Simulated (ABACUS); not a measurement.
# Hf (Im-3m) in ABACUS: reference runs

Reference runs on Hf: the cell as given and a disturbed copy.

All numbers are computed with ABACUS 3.10.1; they aren't measurements. Logs are shortened: lines on timing, memory, paths and dates and some standing lists are left out, and cuts for length are marked.

### 1 Starting point

It takes space group Im-3m (No. 229, cubic). Conventional cell: a = 3.610 Å, b = 3.610 Å, c = 3.610 Å, α = 90.00°, β = 90.00°, γ = 90.00°. Around Hf (site symmetry m-3m) lie 8 Hf at 3.13 Å.

This isn't the form of Hf at room conditions, which is hcp.

### 2 Single point, PBE

INPUT

```
INPUT_PARAMETERS
suffix              Hf
calculation         scf
basis_type          pw
pseudo_dir          ./
symmetry            1
dft_functional      pbe
ecutwfc             58
pseudo_rcut         10
nspin               1
nbands              10
ks_solver           dav
smearing_method     fd
smearing_sigma      0.00367493
scf_thr             1e-08
scf_nmax            100
mixing_type         broyden
mixing_beta         0.7
cal_force           1
cal_stress          1
kpar                4
```

STRU

```
ATOMIC_SPECIES
Hf 178.4900 Hf.upf

LATTICE_CONSTANT
1.8897261246

LATTICE_VECTORS
-1.8050000000 1.8050000000 1.8050000000
1.8050000000 -1.8050000000 1.8050000000
1.8050000000 1.8050000000 -1.8050000000

ATOMIC_POSITIONS
Direct

Hf
0.0
1
0.0000000000 0.0000000000 0.0000000000 1 1 1
```

KPT

```
K_POINTS
0
Gamma
10 10 10 0 0 0
```

Potentials or basis: PseudoDojo NC SR 0.4.1 PBE standard, plane waves.

Launch:

```sh
OMP_NUM_THREADS=1 mpirun -np 4 abacus > log
```

running log:

```text
ABACUS v3.10.1

               Atomic-orbital Based Ab-initio Computation at UStc

 ------------------------------------------------------------------------------------

 READING GENERAL INFORMATION
                           global_out_dir = OUT.Hf/
                           global_in_card = INPUT
                               pseudo_dir = ./
                              orbital_dir =
                                    DSIZE = 4
                                    GSIZE = 1

 READING UNITCELL INFORMATION
                                    ntype = 1
                  lattice constant (Bohr) = 1.88973
              lattice constant (Angstrom) = 1

 READING ATOM TYPE 1
                               atom label = Hf
                      L=0, number of zeta = 1
                      L=1, number of zeta = 1
                      L=2, number of zeta = 1
             number of atom for this type = 1

                        TOTAL ATOM NUMBER = 1
DIRECT COORDINATES
    atom                   x                   y                   z     mag                  vx                  vy                  vz
taud_Hf1            0.0000000000        0.0000000000        0.0000000000  0.0000        0.0000000000        0.0000000000        0.0000000000

                          Volume (Bohr^3) = 158.741
                             Volume (A^3) = 23.5229

 Lattice vectors: (Cartesian coordinate: in unit of a_0)
               -1.805              +1.805              +1.805
               +1.805              -1.805              +1.805
               +1.805              +1.805              -1.805
 Reciprocal vectors: (Cartesian coordinate: in unit of 2 pi/a_0)
                   +0           +0.277008           +0.277008
            +0.277008                  +0           +0.277008
            +0.277008           +0.277008                  +0
 The esolver type has been set to : ksdft_pw

                PAO radial cut off (Bohr) = 10

 Read in pseudopotential file is Hf.upf
                     pseudopotential type = NC
          exchange-correlation functional = PBE
                 nonlocal core correction = 1
                        valence electrons = 12
                                     lmax = 3
                           number of zeta = 4
                     number of projectors = 8
                           L of projector = 0
                           L of projector = 0
                           L of projector = 1
                           L of projector = 1
                           L of projector = 2
                           L of projector = 2
                           L of projector = 3
                           L of projector = 3
     initial pseudo atomic orbital number = 10

 SETUP THE ELECTRONS NUMBER
            electron number of element Hf = 12
      total electron number of element Hf = 12
[... 155 lines left out ...]
 Init Non-Local-Pseudopotential done.

                                     npwx = 1205

 Make real space PAO into reciprocal space.
       max mesh points in Pseudopotential = 1001
     dq(describe PAO in reciprocal space) = 0.01
                                    max q = 918

 number of pseudo atomic orbitals for Hf is 4
WARNING: norm of atomic wavefunction # 3 of atomic type Hf is 0.999757, renormalized
WARNING: norm of atomic wavefunction # 4 of atomic type Hf is 0.999781, renormalized

 -------------------------------------------
 SELF-CONSISTENT
 -------------------------------------------
                                 init_chg = atomic

 PW ALGORITHM --------------- ION=   1  ELEC=   1--------------------------------
 Notice: Threshold on eigenvalues was too large.
 hsover_error=0.12 > DRHO=0.0172146
 Origin diag ethr = 0.01
 New diag ethr = 0.000143455

 Density error is 0.0185087023534
                          Error Threshold = 0.000143454886246
----------------------------------------------------------
     Energy           Rydberg                 eV
----------------------------------------------------------
 E_KohnSham     -112.8115820957      -1534.8803168969
 E_Harris       -113.5351262501      -1544.7246401502
 E_Fermi        1.0056937361         13.6831652545
----------------------------------------------------------
[... 51 lines left out ...]
 Density error is 7.07308384045e-09
                          Error Threshold = 1.79590614371e-09
----------------------------------------------------------
     Energy           Rydberg                 eV
----------------------------------------------------------
 E_KohnSham     -112.8137563294      -1534.9098988638
 E_KS(sigma->0) -112.8131919598      -1534.9022202207
 E_Harris       -112.8133405732      -1534.9042422097
 E_band         -11.0583521607       -150.4565998761
 E_one_elec     -22.1832049753       -301.8179875664
 E_Hartree      14.6496716804        199.3190086824
 E_xc           -28.4605029694       -387.2250083302
 E_Ewald        -76.8185913257       -1045.1705543634
 E_entropy(-TS) -0.0011287393        -0.0153572862
 E_descf        0.0000000000         0.0000000000
 E_exx          0.0000000000         0.0000000000
 E_Fermi        0.9907850447         13.4803221017
----------------------------------------------------------

 charge density convergence is achieved
 final etot is -1534.9098989 eV
 EFERMI = 13.480322102 eV

 STATE ENERGY(eV) AND OCCUPATIONS    NSPIN == 1
 1/12 kpoint (Cartesian) = 0.0000 0.0000 0.0000 (1205 pws)
       1       -48.2477     0.00200000
       2       -16.5275     0.00200000
       3       -16.5275     0.00200000
       4       -16.5275     0.00200000
       5        6.60314     0.00200000
       6        14.9672    2.43095e-16
       7        14.9672    2.43095e-16
       8        14.9672    2.43095e-16
       9        17.6081    2.80296e-39
      10        17.6081    2.80296e-39
[... 49 lines left out ...]
 6/12 kpoint (Cartesian) = 0.13850 0.13850 0.27701 (1180 pws)
       1       -48.1940      0.0120000
       2       -17.2179      0.0120000
       3       -16.7543      0.0120000
       4       -16.5296      0.0120000
       5        10.2526      0.0120000
       6        13.0668      0.0119969
       7        14.3520    3.22127e-10
       8        17.4107    8.72073e-37
       9        18.3663    4.36868e-45
      10        20.6622    4.99541e-65

[... levels at 6 further k points ...]

------------------------------------------------------------------------------------------
 TOTAL-FORCE (eV/Angstrom)
------------------------------------------------------------------------------------------
                       Hf1         0.0000000000         0.0000000000         0.0000000000
------------------------------------------------------------------------------------------

----------------------------------------------------------------
 TOTAL-STRESS (KBAR)
----------------------------------------------------------------
       -48.2603752138        -0.0000000000        -0.0000000000
        -0.0000000000       -48.2603752138         0.0000000000
         0.0000000000         0.0000000000       -48.2603752138
----------------------------------------------------------------
 TOTAL-PRESSURE: -48.260375 KBAR

 --------------------------------------------
 !FINAL_ETOT_IS -1534.9098988637865659 eV
 --------------------------------------------
```

Wall time 1.4 s (4 MPI ranks of AMD EPYC 9R45 (Zen 5), shared host); peak memory 0.24 GiB.

What came out:

```
Free energy            : -1534.9099 eV
Pressure               : -4.8 GPa
Band gap on the k mesh : none (metal or under the smearing width)
```

Levels at points of the mesh, in eV from the Fermi level:
```
           k point  band 4  band 5  band 6  band 7  band 8  band 9
(0.00, 0.00, 0.00)  -30.01   -6.88    1.49    1.49    1.49    4.13
(0.50, 0.50, 0.00)  -30.01   -3.23   -0.41    0.87    3.93    4.89
(0.50, 0.50, 0.50)  -30.50   -2.36   -2.36    6.41    6.41    6.41
```

The run has no spin-orbit coupling, so splittings on Hf are missing.

### 3 Single point, PBE (cell strained at random at fixed volume)

INPUT is that of step 2.

STRU

```
ATOMIC_SPECIES
Hf 178.4900 Hf.upf

LATTICE_CONSTANT
1.8897261246

LATTICE_VECTORS
-1.7353850000 1.7880950000 1.8403380000
1.7684040000 -1.7610630000 1.8463250000
1.7817980000 1.8074760000 -1.8133060000

ATOMIC_POSITIONS
Direct

Hf
0.0
1
-0.0165250000 -0.0068030000 -0.0104090000 1 1 1
```

KPT is that of step 2.

Potentials or basis: PseudoDojo NC SR 0.4.1 PBE standard, plane waves.

Launch:

```sh
OMP_NUM_THREADS=1 mpirun -np 4 abacus > log
```

running log:

```text
ABACUS v3.10.1

               Atomic-orbital Based Ab-initio Computation at UStc

 ------------------------------------------------------------------------------------

 READING GENERAL INFORMATION
                           global_out_dir = OUT.Hf/
                           global_in_card = INPUT
                               pseudo_dir = ./
                              orbital_dir =
                                    DSIZE = 4
                                    GSIZE = 1

 READING UNITCELL INFORMATION
                                    ntype = 1
                  lattice constant (Bohr) = 1.88973
              lattice constant (Angstrom) = 1

 READING ATOM TYPE 1
                               atom label = Hf
[... 332 lines left out ...]
      10        17.8591    1.99947e-41
[... 49 lines left out ...]
 6/126 kpoint (Cartesian) = -0.0030575 0.13809 0.13464 (1178 pws)
       1       -48.2002     0.00200000
       2       -17.2185     0.00200000
       3       -16.7290     0.00200000
       4       -16.5170     0.00200000
       5        10.1945     0.00200000
       6        13.2258     0.00198866
       7        14.1756    1.97333e-09
       8        17.2306    5.75526e-36
       9        18.3711    7.13322e-46
      10        20.4929    2.65345e-64

[... levels at 120 further k points ...]

------------------------------------------------------------------------------------------
 TOTAL-FORCE (eV/Angstrom)
------------------------------------------------------------------------------------------
                       Hf1         0.0000000000         0.0000000000         0.0000000000
------------------------------------------------------------------------------------------

----------------------------------------------------------------
 TOTAL-STRESS (KBAR)
----------------------------------------------------------------
       -55.7515525157       -12.2383298949        -9.5999387185
       -12.2383298949       -49.2418865310        -7.9527270602
        -9.5999387185        -7.9527270602       -37.7563753509
----------------------------------------------------------------
 TOTAL-PRESSURE: -47.583271 KBAR

 --------------------------------------------
 !FINAL_ETOT_IS -1534.9081645621633925 eV
 --------------------------------------------
```

stdout:

```text
ABACUS v3.10.1

               Atomic-orbital Based Ab-initio Computation at UStc

%%%%%%%%%%%%%%%%%%%%%%%%%%%%%%%%%%%%%%%%%%%%%%%%%%%%%%%%%%%%%%%%%%%%%%%%%%%%%%%%%%%%%%%%%%%%%%%%%%%%%%%%%
 Warning: the number of valence electrons in pseudopotential > 4 for Hf: [Xe] 4f14 5d2 6s2
[... 31 lines left out ...]
 TOTAL-STRESS (KBAR)
----------------------------------------------------------------
       -55.7515525157       -12.2383298949        -9.5999387185
       -12.2383298949       -49.2418865310        -7.9527270602
        -9.5999387185        -7.9527270602       -37.7563753509
----------------------------------------------------------------
 TOTAL-PRESSURE: -47.583271 KBAR
```

Run time: 11 s. Hardware: 4 MPI ranks of AMD EPYC 9R45 (Zen 5), shared host; peak memory 0.32 GiB.

Results:

| Property | Result |
| --- | --- |
| Free energy | -1534.9082 eV |
| Pressure | -4.8 GPa |
| Band gap on the k mesh | none (metal or under the smearing width) |

Levels at points of the mesh, in eV from the Fermi level:
```csv
k point,band 2,band 3,band 4,band 5,band 6,band 7,band 8,band 9
"(0.00, 0.00, 0.00)",-30.04,-30.00,-30.00,-6.88,1.18,1.46,1.80,3.89
"(0.50, 0.00, 0.00)",-30.70,-30.21,-30.00,-3.29,-0.26,0.69,3.75,4.89
"(0.00, 0.50, 0.00)",-30.70,-30.22,-30.01,-3.27,-0.41,0.74,3.90,5.04
"(0.50, 0.50, 0.00)",-30.72,-30.28,-30.03,-3.15,-0.60,1.15,4.07,4.88
"(0.00, 0.00, 0.50)",-30.68,-30.23,-30.02,-3.25,-0.68,0.83,4.34,5.19
"(0.50, 0.00, 0.50)",-30.72,-30.26,-30.02,-3.20,-0.35,0.96,3.71,4.82
"(0.00, 0.50, 0.50)",-30.72,-30.25,-30.01,-3.23,-0.21,0.86,3.61,4.71
"(0.50, 0.50, 0.50)",-30.54,-30.52,-30.44,-2.41,-2.32,6.07,6.34,6.48
```

Spin-orbit coupling is left out, which matters for the levels of Hf.
